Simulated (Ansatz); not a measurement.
# W4C: the cost of one run

Computed with Ansatz 0.2.0 (DFT PBE, scalar-relativistic, plane waves, PAW, unless a step's input says otherwise).

5 further runs of the same task are left out: 1 that didn't finish, 4 set aside as unsound or not needed. Runs told in other sessions of the task aren't counted.

### Step 1. The starting structure

It takes space group Pmm2 (No. 25, orthorhombic). The conventional cell has a = 2.855 Å, b = 4.037 Å, c = 20.957 Å, α = 90.00°, β = 90.00°, γ = 90.00°. Around W (site symmetry mm2) lie 7 W at 2.84 to 2.85 Å. W (site symmetry mm2) is surrounded by 11 W at 2.53 to 2.85 Å. W (site symmetry mm2) is surrounded by 11 W at 2.71 to 2.85 Å. Around W (site symmetry mm2) lie 1 C at 1.82 Å. C (site symmetry mm2) has 1 W at 1.82 Å in its first shell of neighbours.

Structure file:

```
W C
1.0
     2.85472    0.00000    0.00000
     0.00000    4.03719    0.00000
     0.00000    0.00000   20.95703
W C
4 1
Direct
  0.50000 0.50000 0.19087
  0.00000 0.00000 0.25898
  0.50000 0.50000 0.32624
  0.00000 0.00000 0.37968
  0.00000 0.00000 0.46653
```

This is the geometry of the first run shown, built on a cell relaxed beforehand with the same method.

### Step 2. What is varied

Atoms count from 1 in the order of the input.

C is moved along a line over the surface and along the normal, above a rigid substrate.

First coordinate, position of C5 along the first surface vector, from above W4: 6 values from 0.00 to 2.38 Å, periodic. Second coordinate, height of C5 above the plane of W4: 7 values from 1.47 to 4.13 Å.

Nothing else is relaxed. Points are written as (first, second).

### Step 3. Point (0.00 Å, 1.82 Å)

The cell repeats along c, and a dipole correction in the vacuum removes the field between the copies.

input.yaml

```yaml
crystal:
  lattice:
    - [2.8547213223, 0.0, 0.0]
    - [0.0, 4.0371856108, 0.0]
    - [0.0, 0.0, 20.9570327682]
  atoms:
    - { symbol: W, position: [0.5, 0.5, 0.190866715] }
    - { symbol: W, position: [0.0, 0.0, 0.258975625] }
    - { symbol: W, position: [0.5, 0.5, 0.326241734] }
    - { symbol: W, position: [0.0, 0.0, 0.3796831763] }
    - { symbol: C, position: [0.0, 0.0, 0.4665275317], spin: 2.0 }
basis:
  ecutwfc: 420
kpoints:
  mp_grid: { grid: [9, 7, 1] }
hamiltonian:
  xc: pbe
  pseudopotentials: { kind: paw, azcp: { folder: soft_1 } }
scf:
  occupations: { method: gaussian, width: 0.1 }
output:
  forces: true
  eigenvalues: true
  populations: true
magnetization:
  spin_polarized: true
efield:
  axis: 3
  dipole_correction: true
  ramp_width: 0.04
```

On the command line:

```sh
$ ansatz run input.yaml --threads 1 --pin off --max-ram 3072MiB --backend cpu --events-out ev --progress --plain --runs-dir out
```

Q: Estimate wall time and peak memory on 1 thread of Arm Neoverse V1, shared host.

About 92 s, with a peak of 0.56 GiB.
